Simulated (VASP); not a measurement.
Input of a VASP 6.6.1 run:

File INCAR:

```
SYSTEM = NbN2
ALGO = Fast
EDIFF = 1E-6
EDIFFG = -0.01
ENCUT = 600
GGA = PE
IBRION = 2
ISIF = 3
ISMEAR = -1
LASPH = .TRUE.
LCHARG = .FALSE.
LREAL = .FALSE.
LWAVE = .FALSE.
NELM = 100
NSW = 60
PREC = Accurate
SIGMA = 0.05
```

File KPOINTS:

```
k-points
0
G
  8 8 8
  0 0 0
```

The input POSCAR:

```
NbN2
1.0
    5.1098086753     -0.2339737859     -0.1418991938
    4.2716911456      2.8138129267     -0.1418991938
    4.2716911456      1.1746816848      2.5608204754
Nb N
1 2
Direct
    0.0000000000      0.0000000000      0.0000000000
    0.7369092579      0.7369092579      0.7369092579
    0.2630907421      0.2630907421      0.2630907421
```

Potentials or basis: VASP PAW PBE potentials, release 64 (Nb_sv, N).

Launch:

```console
$ cat potpaw_PBE.64/Nb_sv/POTCAR potpaw_PBE.64/N/POTCAR > POTCAR
$ mpirun -np 1 vasp_std > vasp.out
```

Task: Estimate the relaxed cell.

Result: a = 5.064 Å, b = 5.064 Å, c = 5.064 Å, α = 36.35°, β = 36.35°, γ = 36.35°.

Task: Predict the band gap on the k mesh.

Result: None (metal or under the smearing width).

Task: Predict the space group after relaxing (to 0.05 Å).

Result: R-3m (No. 166).

The path:
| step | energy change (eV) | largest force (eV/Å) | pressure (GPa) | volume (Å³) |
| --- | --- | --- | --- | --- |
| 1 | 0.0000 | 0.0149 | -0.44 | 41.37 |
| 2 | 0.0003 | 0.0783 | 0.75 | 41.14 |
| 3 | -0.0001 | 0.0142 | -0.02 | 41.29 |
| 4 | -0.0001 | 0.0136 | -0.01 | 41.29 |
| 5 | -0.0001 | 0.0011 | -0.21 | 41.33 |
| 6 | -0.0001 | 0.0134 | -0.06 | 41.30 |
| 7 | -0.0001 | 0.0103 | -0.05 | 41.28 |
| 8 | -0.0002 | 0.0020 | -0.05 | 41.22 |
| 9 | -0.0003 | 0.0150 | -0.03 | 41.10 |
| 10 | -0.0002 | 0.0484 | 0.00 | 40.87 |
| 11 | -0.0003 | 0.0255 | 0.02 | 41.03 |
| 12 | -0.0003 | 0.0196 | 0.00 | 41.07 |
| 13 | -0.0003 | 0.0192 | -0.02 | 41.05 |
| 14 | -0.0003 | 0.0168 | -0.03 | 41.02 |
| 15 | -0.0004 | 0.0112 | -0.02 | 40.96 |
| 16 | -0.0006 | 0.0004 | -0.03 | 40.83 |
